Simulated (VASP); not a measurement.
A run of VASP 6.6.1 is set up as follows.

File INCAR:

```
  PREC = Accurate
  ENCUT = 600
  EDIFF = 1E-6
  ISMEAR = -1
  SIGMA = 0.05
  LREAL = F
  LASPH = T
  NELM = 80
  ALGO = Normal
  ISIF = 3
  LWAVE = F
  LCHARG = F
  GGA = PE
  IBRION = 2
  NSW = 60
  EDIFFG = -0.02
```

The input KPOINTS:

```
Automatic mesh
0
Gamma
  8 8 5
```

POSCAR

```
ZnS
1.0
    3.8110000000      0.0000000000      0.0000000000
   -1.9055000000      3.3004228138      0.0000000000
    0.0000000000      0.0000000000      6.2340000000
Zn S
2 2
Direct
    0.6666666667      0.3333333333      0.5000000000
    0.3333333333      0.6666666667      0.0000000000
    0.6666666667      0.3333333333      0.8850000000
    0.3333333333      0.6666666667      0.3850000000
```

Potentials or basis: VASP PAW PBE potentials, release 54 (Zn, S).

Run with:

```sh
$ cat potpaw_PBE.54/Zn/POTCAR potpaw_PBE.54/S/POTCAR > POTCAR
$ mpirun -np 1 vasp_std > vasp.out
```

Task: Estimate the relaxed volume.

Result: 20.20 Å³/atom.

Task: Estimate the relaxed cell.

Result: a = 3.846 Å, b = 3.846 Å, c = 6.307 Å, α = 90.00°, β = 90.00°, γ = 120.00°.

Task: Predict the space group after relaxing (to 0.05 Å).

Result: P6_3mc (No. 186).

Forces on the atoms (eV/Å):
```
Zn   0.000  0.000  0.008
Zn   0.000  0.000  0.008
S    0.000  0.000 -0.008
S    0.000  0.000 -0.008
```

PBE usually gives volumes a little too large and moduli too small. Zero-point motion and thermal expansion aren't in these numbers.
